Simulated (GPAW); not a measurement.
## Equation of state of ZrS under PBEsol

Symmetry: Fm-3m, No. 225, cubic system. Conventional cell: a = 5.250 Å, b = 5.250 Å, c = 5.250 Å, α = 90.00°, β = 90.00°, γ = 90.00°. Zr (site symmetry m-3m) is surrounded by 6 S at 2.62 Å. Around S (site symmetry m-3m) lie 6 Zr at 2.62 Å.

The cell was scaled at fixed shape and fractions and run with GPAW, PAW data sets generated for this functional, cutoff 600 eV; PBEsol, k mesh 7 × 7 × 7 on the cell of 2 atoms, fermi-dirac occupations of 0.05 eV, no spin polarisation, no spin-orbit coupling. Energies are those that the program minimises, any entropy of the smearing included. For a metal such a mesh isn't converged to the digits shown.

```csv
V (Å³/atom),energy over the lowest row (meV/atom)
17.0026,0.14
17.3644,0.00
17.7261,6.57
18.0879,19.12
18.4496,?
18.8114,59.61
19.1732,86.45
```

Question: Fit the third-order Birch-Murnaghan form, give V0, B0 and B′, and predict the energy left open.

Answer: With y = (V0/V)^(2/3), E = E0 + (9 V0 B0/16) [(y - 1)³ B′ + (y - 1)² (6 - 4y)]. Least squares through the rows shown give V0 = 17.1889 Å³/atom, E0 = -0.82 meV, B0 = 149.3 GPa (1 eV/Å³ = 160.218 GPa) and B′ = 4.52, with a largest miss of 0.02 meV. At V = 18.4496 the form with these constants gives 37.00 meV; the run gave 36.97 meV an atom.

The fitted minimum at 17.1889 Å³/atom lies below the volume of the listed cell, 18.0879 Å³/atom, so PBEsol favours a contracted rock-salt lattice. The bulk modulus of 149.3 GPa describes a fairly stiff solid, as expected where polar covalent Zr 4d-S 3p bonding adds to ionic attraction. Formally divalent Zr keeps two d electrons, which enter mainly t2g-derived states. These can support metal-metal bonding but are π-antibonding towards sulfur, which probably helps make the sulfide softer than the carbide or nitride of zirconium. The positive B′ reflects the usual anharmonicity: short-range repulsion stiffens the lattice on compression, while bonding overlap weakens on expansion.

The close prediction of the omitted energy supports the fit as a smooth interpolation, but it is a weak test of B0 and B′, since the point has neighbours on both sides. Only one sampled volume lies below the fitted minimum, so B′ is drawn largely from the expanded lattice and gives little support for extrapolation to high pressure.
